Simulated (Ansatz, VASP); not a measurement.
# One calculation of Be, two programs

File INCAR:

```
ALGO = Normal ; EDIFF = 1E-6
EDIFFG = -0.01 ; ENCUT = 600
GGA = PE ; IBRION = 2
ISIF = 3 ; ISMEAR = 0
LASPH = T ; LCHARG = F
LREAL = F ; LWAVE = F
NELM = 60 ; NSW = 100
PREC = Accurate ; SIGMA = 0.1
```

Contents of KPOINTS:

```
k-points
0
Gamma
  30 30 30
```

Contents of POSCAR:

```
Be
1.0
    0.0000000000      1.5779172441      1.5779172441
    1.5779172441      0.0000000000      1.5779172441
    1.5779172441      1.5779172441      0.0000000000
Be
1
Direct
    0.5000000000      0.5000000000      0.5000000000
```

Input for Ansatz:

```yaml
crystal:
  lattice:
    - [0.0, 1.5779172441, 1.5779172441]
    - [1.5779172441, 0.0, 1.5779172441]
    - [1.5779172441, 1.5779172441, 0.0]
  atoms:
    - { symbol: Be, position: [0.5, 0.5, 0.5] }
basis:
  ecutwfc: 420
kpoints:
  mp_grid: { grid: [30, 30, 30] }
hamiltonian:
  xc: pbe
scf:
  occupations: { method: gaussian, width: 0.1 }
output:
  forces: true
  stress: true
  eigenvalues: true
relax:
  adjacent_minimum: "off"
  f_tol: 0.01
  max_steps: 80
  cell: { stress_tol: 0.05 }
```

Change from the starting cell: the structure that the rattled cell fell into.

Alike in both runs: task relaxation of cell and atoms; functional PBE; k mesh 30 × 30 × 30; occupations gaussian, width 0.1 eV; no spin polarisation.

|  | VASP | Ansatz |
| --- | --- | --- |
| version | VASP 6.6.1 | Ansatz 0.2.0 |
| potentials or method | VASP PAW PBE potentials, release 64 (Be) | scalar-relativistic, plane waves, PAW |
| plane-wave cutoff (eV) | 600 | 420 |
| valence electrons in the cell | 2 | 2 |

```csv
,VASP,Ansatz,Ansatz less VASP
"gap on the k mesh at the Fermi level, each at its own relaxed structure (eV)",none,none,-
relaxed volume (Å³/atom),7.87,7.86,-0.006
relaxed cell length with the largest relative difference (Å),2.233,2.232,-0.0006
```

A gap of «none» marks a metal or a gap that the smearing closes.
